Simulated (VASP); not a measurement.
**InPd: single point with LDA**

InPd:

```xyz
2
Lattice="4.5516 0.0000 0.0000 -2.2758 3.9418 0.0000 2.2758 1.3139 1.8582" Properties=species:S:1:pos:R:3 pbc="T T T"
In    0.0000    0.0000    0.0000
Pd    0.0000    2.6278    0.9291
```

The cell comes from a database or a generator and needn't be the stable form of this composition.

- Program: VASP 6.6.1
- Task: single point
- Functional: LDA
- Potentials or basis: VASP PAW LDA potentials, release 64 (In_d, Pd)
- Cutoff: 520 eV
- k mesh: 9 × 9 × 29
- Occupations: methfessel-paxton, width 0.1 eV
- Spin: no spin polarisation
- Further INCAR settings: ALGO = Normal; EDIFF = 1e-07; NBANDS = 18

```json
{"Pressure": "0.0 GPa", "Band gap on the k mesh": "none (metal or under the smearing width)"}
```

Levels at points of the mesh, in eV from the Fermi level:
```csv
k point,band 10,band 11,band 12,band 13,band 14,band 15
"(0.00, 0.00, 0.00)",-2.46,-2.46,4.14,4.14,4.14,9.85
```

Core levels (eV, on the scale of the bands):
```tsv
atom	levels
1 In	1s -27574.5, 2s -4121.1, 2p -3703.4, 3s -769.5, 3p -632.1, 3d -417.5, 4s -103.8, 4p -62.7
2 Pd	1s -24015.1, 2s -3500.9, 2p -3142.8, 3s -621.3, 3p -503.1, 3d -314.1, 4s -73.2, 4p -39.2
```

Wall time 4.8 min on 1 thread of Intel(R) Xeon(R) Platinum 8488C (Sapphire Rapids) (shared host), peak memory 0.5 GiB.
